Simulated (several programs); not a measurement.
BaZrO3, cubic perovskite, relaxed with r2SCAN in Ansatz, was computed with several methods. The symmetry is Pm-3m (No. 221, cubic); a = 4.205 Å in the conventional setting, 14.87 Å³ an atom. Ba is surrounded by 12 O at 2.97 Å; Zr is surrounded by 6 O at 2.10 Å; O is surrounded by 2 Zr at 2.10 Å and 4 Ba at 2.97 Å. No spin polarisation and no zero-point or thermal motion.

Space group Pm-3m (No. 221). a = 4.205 Å, b = 4.205 Å, c = 4.205 Å, α = 90.00°, β = 90.00°, γ = 90.00°

| atom | site | symmetry | x | y | z |
| --- | --- | --- | --- | --- | --- |
| Ba | 1a | m-3m | 0.0000 | 0.0000 | 0.0000 |
| Zr | 1b | m-3m | 0.5000 | 0.5000 | 0.5000 |
| O | 3c | 4/mm.m | 0.5000 | 0.5000 | 0.0000 |

Gaps and times are for a single point on this cell; volume and bulk modulus come from each method's own relaxation or energy curve at fixed shape. Times are rough, from shared hosts (Intel Xeon Platinum 8375C CPU @ 2.90GHz; NVIDIA H100 80GB HBM3), and each method has its own mesh and cell size. A dagger marks a closed or tiny gap in a crystal that DFT finds insulating: a failure of the method or a wrong SCF state. PM6 (MOPAC), PM7 (MOPAC), GFN2-xTB (tblite) treat a cluster of cells at its zone centre, which samples few k points: where these miss a band edge, the gap comes out too large for that reason alone. Gaps from k meshes are read at a limited set of points (mesh, symmetry points, PBE's band edges), so each method's own least gap may be somewhat smaller. xTB and the PM methods were fitted mostly to molecules, and can miss a solid's gap by electronvolts. Minimal bases can be far off for gaps. Times of the plane-wave ladder aren't listed, since it ran on unlike processors and cards. GLLB-SC's gap includes the derivative discontinuity. d marks a direct gap, i an indirect one (no mark: not told apart), a dash a value that wasn't computed or didn't pass its checks.

```json
{"method": "PBEsol", "kind": "semilocal", "gap (eV)": "–", "own volume (Å³/atom)": "14.61", "bulk modulus (GPa)": "–", "atoms computed": "5", "processor time": "–"}
{"method": "light PBE (260 eV and a coarse mesh)", "kind": "light plane-wave", "gap (eV)": "2.85 i", "own volume (Å³/atom)": "–", "bulk modulus (GPa)": "–", "atoms computed": "5", "processor time": "1 s"}
{"method": "LDA", "kind": "semilocal", "gap (eV)": "3.11 i", "own volume (Å³/atom)": "14.27", "bulk modulus (GPa)": "–", "atoms computed": "5", "processor time": "–"}
{"method": "PBE", "kind": "semilocal", "gap (eV)": "3.22 i", "own volume (Å³/atom)": "15.11", "bulk modulus (GPa)": "149", "atoms computed": "5", "processor time": "–"}
{"method": "PM7 (MOPAC)", "kind": "semi-empirical", "gap (eV)": "3.04", "own volume (Å³/atom)": "–", "bulk modulus (GPa)": "–", "atoms computed": "cluster", "processor time": "3.6 s"}
{"method": "r2SCAN", "kind": "semilocal", "gap (eV)": "3.73 i", "own volume (Å³/atom)": "14.87", "bulk modulus (GPa)": "163", "atoms computed": "5", "processor time": "–"}
{"method": "GFN2-xTB (tblite)", "kind": "tight binding", "gap (eV)": "0.00†", "own volume (Å³/atom)": "–", "bulk modulus (GPa)": "–", "atoms computed": "cluster", "processor time": "8.7 s"}
{"method": "GLLB-SC (GPAW)", "kind": "model potential", "gap (eV)": "6.15", "own volume (Å³/atom)": "–", "bulk modulus (GPa)": "–", "atoms computed": "5", "processor time": "12 s"}
{"method": "PBE+SOC", "kind": "semilocal", "gap (eV)": "3.19 i", "own volume (Å³/atom)": "–", "bulk modulus (GPa)": "–", "atoms computed": "5", "processor time": "–"}
{"method": "PBE/SZV (CP2K)", "kind": "small basis", "gap (eV)": "2.23 d", "own volume (Å³/atom)": "15.93", "bulk modulus (GPa)": "144", "atoms computed": "5", "processor time": "18 s"}
{"method": "HSE06", "kind": "hybrid", "gap (eV)": "4.69 i", "own volume (Å³/atom)": "–", "bulk modulus (GPa)": "–", "atoms computed": "5", "processor time": "–"}
{"method": "PM6 (MOPAC)", "kind": "semi-empirical", "gap (eV)": "3.55", "own volume (Å³/atom)": "–", "bulk modulus (GPa)": "–", "atoms computed": "cluster", "processor time": "25 s"}
{"method": "PBE/DZVP (CP2K)", "kind": "small basis", "gap (eV)": "3.08 i", "own volume (Å³/atom)": "15.20", "bulk modulus (GPa)": "151", "atoms computed": "5", "processor time": "52 s"}
{"method": "LC-ωPBE", "kind": "hybrid", "gap (eV)": "10.16 i", "own volume (Å³/atom)": "–", "bulk modulus (GPa)": "–", "atoms computed": "5", "processor time": "–"}
{"method": "PBE0", "kind": "hybrid", "gap (eV)": "5.44 i", "own volume (Å³/atom)": "–", "bulk modulus (GPa)": "–", "atoms computed": "5", "processor time": "–"}
{"method": "DDH-PBE0", "kind": "hybrid", "gap (eV)": "5.03 i", "own volume (Å³/atom)": "–", "bulk modulus (GPa)": "–", "atoms computed": "5", "processor time": "–"}
```

Q: How far from the measured values lie the methods that can be set against them?

A:
- Volume, measured 14.73 Å³ an atom: PBEsol -0.8 %, LDA -3.2 %, PBE +2.5 %, r2SCAN +1.0 %, PBE/SZV (CP2K) +8.1 %, PBE/DZVP (CP2K) +3.1 %.
The calculations are for a static lattice; samples hold vibrations, temperature and, in optical gaps, excitons. A measured value is shown where most reports agree with it, and only for the quantities listed. Sources: 14.73 Å³ an atom (from the lattice constants; cubic cell parameter; 300 K; “EXAFS study of lead-free relaxor ferroelectric BaTi(1-x)Zr(x)O3 at the Zr K-edge”; 2006; arxiv:cond-mat/0602127).

Only the rows marked +SOC include spin-orbit coupling.
